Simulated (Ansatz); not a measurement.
# KCl: response to strain

KCl is deformed so: equal xx and yy strain of -1 %. What stress and forces result, by LAPW, PAW and all-electron datasets made for the crystal?

Computed with Ansatz 0.2.0 (DFT PBE, scalar-relativistic, unless a step's input says otherwise).

### Step 1. The system as given

The structure is cubic, space group Pm-3m (No. 221). The conventional cell has a = 3.634 Å, b = 3.634 Å, c = 3.634 Å, α = 90.00°, β = 90.00°, γ = 90.00°. K (site symmetry m-3m) has 8 Cl at 3.15 Å as nearest neighbours. Cl (site symmetry m-3m) is surrounded by 8 K at 3.15 Å.

Structure file:

```cif
data_structure
_symmetry_space_group_name_H-M 'P 1'
_symmetry_Int_Tables_number 1
_cell_length_a 3.6340
_cell_length_b 3.6340
_cell_length_c 3.6340
_cell_angle_alpha 90.000
_cell_angle_beta 90.000
_cell_angle_gamma 90.000
_cell_volume 47.99
loop_
_atom_site_label
_atom_site_type_symbol
_atom_site_fract_x
_atom_site_fract_y
_atom_site_fract_z
_atom_site_occupancy
K1 K 0.00000 0.00000 0.00000 1
Cl1 Cl 0.50000 0.50000 0.50000 1
```

Atoms are numbered in the order of the input: K1, Cl2.

### Step 2. After the deformation

Space group Pm-3m before, P4/mmm after.

### Step 3. All-electron LAPW

Contents of input.yaml:

```yaml
crystal:
  lattice:
    - [3.59766, 0.0, 0.0]
    - [0.0, 3.59766, 0.0]
    - [0.0, 0.0, 3.634]
  atoms:
    - { symbol: K, position: [0.0, 0.0, 0.0] }
    - { symbol: Cl, position: [0.5, 0.5, 0.5] }
kpoints:
  mp_grid: { grid: [7, 7, 7] }
  band_path:
    path:
      - [0.0, 0.0, 0.0]
      - [0.0, 0.5, 0.0]
      - [0.5, 0.5, 0.0]
      - [0.0, 0.0, 0.0]
      - [0.0, 0.0, 0.5]
      - [0.0, 0.5, 0.5]
      - [0.5, 0.5, 0.5]
      - [0.0, 0.0, 0.5]
      - [0.0, 0.5, 0.0]
    npoints: 5
scf:
  occupations: { method: fermi_dirac, width: 0.02 }
hamiltonian:
  xc: pbe
  pseudopotentials: { kind: all_electron, lapw: { basis_error: 0.0005 } }
output:
  forces: true
  stress: true
  eigenvalues: true
```

Run with:

```console
$ ansatz run input.yaml --threads 1 --pin off --max-ram 3072MiB --backend cpu --events-out ev --progress --plain --runs-dir out
```

### Step 4. Frozen-core PAW

Contents of input.yaml:

```yaml
crystal:
  lattice:
    - [3.59766, 0.0, 0.0]
    - [0.0, 3.59766, 0.0]
    - [0.0, 0.0, 3.634]
  atoms:
    - { symbol: K, position: [0.0, 0.0, 0.0] }
    - { symbol: Cl, position: [0.5, 0.5, 0.5] }
kpoints:
  mp_grid: { grid: [7, 7, 7] }
scf:
  occupations: { method: fermi_dirac, width: 0.02 }
hamiltonian:
  xc: pbe
  pseudopotentials: { kind: paw }
output:
  forces: true
  stress: true
  eigenvalues: true
  efg: { contact_densities: true }
  write_density: true
  write_potential: true
  elf: true
  volumetric_format: npy
```

### Step 5. All-electron PAW on datasets made for the crystal

Changes to input.yaml since step 4:

```diff
@@ -14,3 +14,3 @@
   xc: pbe
-  pseudopotentials: { kind: paw }
+  pseudopotentials: { kind: all_electron, datasets: crystal }
 output:
@@ -20,5 +20 @@
   efg: { contact_densities: true }
-  write_density: true
-  write_potential: true
-  elf: true
-  volumetric_format: npy
```

(Steps that only read results are left out.)

Q: Predict the outcome of this session. Wanted: pressure; largest shear or deviatoric stress.

The runs gave:

| quantity | value |
| --- | --- |
| pressure | LAPW 5.27, PAW 5.26, crystal datasets 5.27 GPa |
| largest shear or deviatoric stress (LAPW) | 0.36 GPa |

The largest part of the stress beyond the pressure is 0.36 GPa in size, in the zz component; the atoms are carried along and not relaxed. No run of the undeformed cell stands beside it, so the pressure holds what the given cell had before the change. PAW: stress within 0.01 GPa of LAPW. Crystal datasets: stress within 0.01 GPa of LAPW.
